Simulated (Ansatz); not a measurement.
Cl2 on a (100) slab of TiC (Fm-3m (No. 225)), 4 planes, outer planes TiC (top) and TiC (bottom), 1 a cell of 36.8 Å², relaxed and still whole (its atoms last):

```yaml
crystal:
  lattice:
    - [6.06863, 0.00000, 0.00000]
    - [0.00000, 6.06863, 0.00000]
    - [0.00000, 0.00000, 26.43485]
  atoms:
    - { symbol: Ti, position: [0.25000, 0.25000, 0.30263] }
    - { symbol: Ti, position: [0.25000, 0.75000, 0.30263] }
    - { symbol: Ti, position: [0.75000, 0.25000, 0.30263] }
    - { symbol: Ti, position: [0.75000, 0.75000, 0.30263] }
    - { symbol: C, position: [0.50000, 0.50000, 0.30263] }
    - { symbol: C, position: [0.50000, 0.00000, 0.30263] }
    - { symbol: C, position: [0.00000, 0.50000, 0.30263] }
    - { symbol: C, position: [0.00000, 0.00000, 0.30263] }
    - { symbol: Ti, position: [0.50000, 0.50000, 0.38380] }
    - { symbol: Ti, position: [0.50000, 0.00000, 0.38380] }
    - { symbol: Ti, position: [0.00000, 0.50000, 0.38380] }
    - { symbol: Ti, position: [0.00000, 0.00000, 0.38380] }
    - { symbol: C, position: [0.75000, 0.75000, 0.38380] }
    - { symbol: C, position: [0.75000, 0.25000, 0.38380] }
    - { symbol: C, position: [0.25000, 0.75000, 0.38380] }
    - { symbol: C, position: [0.25000, 0.25000, 0.38380] }
    - { symbol: Ti, position: [0.75000, 0.75000, 0.46443] }
    - { symbol: Ti, position: [0.75000, 0.25000, 0.46429] }
    - { symbol: Ti, position: [0.25000, 0.75000, 0.46429] }
    - { symbol: Ti, position: [0.25000, 0.25000, 0.46418] }
    - { symbol: C, position: [0.00019, 0.00019, 0.46497] }
    - { symbol: C, position: [0.00019, 0.49981, 0.46497] }
    - { symbol: C, position: [0.49981, 0.00019, 0.46497] }
    - { symbol: C, position: [0.49981, 0.49981, 0.46497] }
    - { symbol: Ti, position: [0.00109, 0.00109, 0.54388] }
    - { symbol: Ti, position: [0.00109, 0.49891, 0.54388] }
    - { symbol: Ti, position: [0.49891, 0.00109, 0.54388] }
    - { symbol: Ti, position: [0.49891, 0.49891, 0.54388] }
    - { symbol: C, position: [0.25000, 0.25000, 0.54756] }
    - { symbol: C, position: [0.25000, 0.75000, 0.54745] }
    - { symbol: C, position: [0.75000, 0.25000, 0.54745] }
    - { symbol: C, position: [0.75000, 0.75000, 0.54486] }
    - { symbol: Cl, position: [0.75000, 0.75000, 0.62842] }
    - { symbol: Cl, position: [0.75000, 0.75000, 0.71223] }
```

Computed with DFT PBE+D3(BJ), scalar-relativistic, plane waves, PAW in Ansatz. Plane waves to 420 eV, a k mesh through Γ of 3×3×1 on the computed 34-atom cell and Gaussian smearing (0.10 eV); no spin polarisation. A dipole correction removes the field between periodic images along c.

It binds with 0.87 eV a molecule against the clean slab and the free molecule (no zero-point or thermal terms); its shortest contact is Cl–C 2.21 Å. Take first-order desorption with no barrier to adsorption, no reaction on the face and an assumed prefactor of 10^13 s⁻¹.

Q: How long does a molecule stay at 473 K?

A: τ = ν⁻¹·exp(E/k_BT) with k_BT = 0.0408 eV: E/k_BT = 21.3, so τ ≈ 2×10^-4 s. At about one hit a site a second (10⁻⁶ mbar) the coverage is near τ × 1 s⁻¹, so a layer needs roughly 5×10^-3 mbar.

Q: Where does its peak lie in a desorption experiment heated at 5 K/s?

A: The peak obeys E/(k_B·T_p²) = (ν/β)·exp(−E/k_BT_p). Solving gives T_p ≈ 329 K (E/k_BT_p = 30.7). An error of 0.1 eV in E moves it by about 38 K, and larger molecules have larger prefactors, which lowers it.

Q: Another start (random tilt) ends as Cl + Cl with E_ads = -1.70 eV (negative is bound). What does this add?

A: The reacted state lies 0.83 eV below the whole molecule, and a relaxation reached it with no barrier from that start. The whole molecule may then be a precursor, and τ and T_p above hold only if it doesn't react first.